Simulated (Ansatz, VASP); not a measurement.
Fe: VASP beside Ansatz

Contents of INCAR:

```
  PREC = Accurate
  ENCUT = 520
  EDIFF = 1E-6
  ISMEAR = 0
  SIGMA = 0.15
  LREAL = F
  LASPH = T
  NELM = 150
  ALGO = Fast
  ISIF = 2
  LWAVE = F
  LCHARG = T
  ISPIN = 2
  MAGMOM = 2.44
  LORBIT = 11
  LMAXMIX = 4
  GGA = PE
  LELF = T
  LVHAR = T
  NBANDS = 14
```

KPOINTS

```
Automatic mesh
0
Gamma
  10 10 10
```

Contents of POSCAR:

```
Fe
1.0
   -1.5195513979      1.4157750842      1.3827875247
    1.5195513979     -1.4157750842      1.3827875247
    1.5195513979      1.4157750842     -1.3827875247
Fe
1
Direct
    0.0000000000      0.0000000000      0.0000000000
```

Input for Ansatz:

```yaml
crystal:
  lattice:
    - [-1.5195513979, 1.4157750842, 1.3827875247]
    - [1.5195513979, -1.4157750842, 1.3827875247]
    - [1.5195513979, 1.4157750842, -1.3827875247]
  atoms:
    - { symbol: Fe, position: [0.0, 0.0, 0.0], spin: 2.44 }
basis:
  ecutwfc: 520.0
kpoints:
  mp_grid: { grid: [10, 10, 10] }
hamiltonian:
  xc: pbe
scf:
  occupations: { method: gaussian, width: 0.15 }
output:
  forces: true
  stress: true
  eigenvalues: true
  populations: true
magnetization:
  spin_polarized: true
```

Change from the starting cell: normal strain along x +0.0733, normal strain along z -0.0233.

Alike in both runs: task single point; functional PBE; k mesh 10 × 10 × 10; occupations gaussian, width 0.15 eV; collinear spin.

|  | VASP | Ansatz |
| --- | --- | --- |
| version | VASP 6.6.1 | Ansatz 0.2.0 |
| potentials or method | VASP PAW PBE potentials, release 64 (Fe) | scalar-relativistic, plane waves, PAW |
| plane-wave cutoff (eV) | 520 | 520 |
| valence electrons in the cell | 8 | 16 |

```tsv
	VASP	Ansatz	Ansatz less VASP
gap on the k mesh at the Fermi level (eV)	none	none	-
pressure (GPa)	-7.6	-7.7	-0.07
largest component of the traceless stress (GPa)	4.55	4.82	+0.269
net moment per atom (μB)	2.26	2.24	-0.021
size of the moment on the site where the two differ most (μB)	2.27	2.30	+0.028
```

Site moments also hang on the region over which each program counts them. A gap of «none» marks a metal or a gap that the smearing closes. With one functional, cell and mesh, what is left measures potentials, basis and numerics. The two sets of potentials don't hold the same shells in valence.
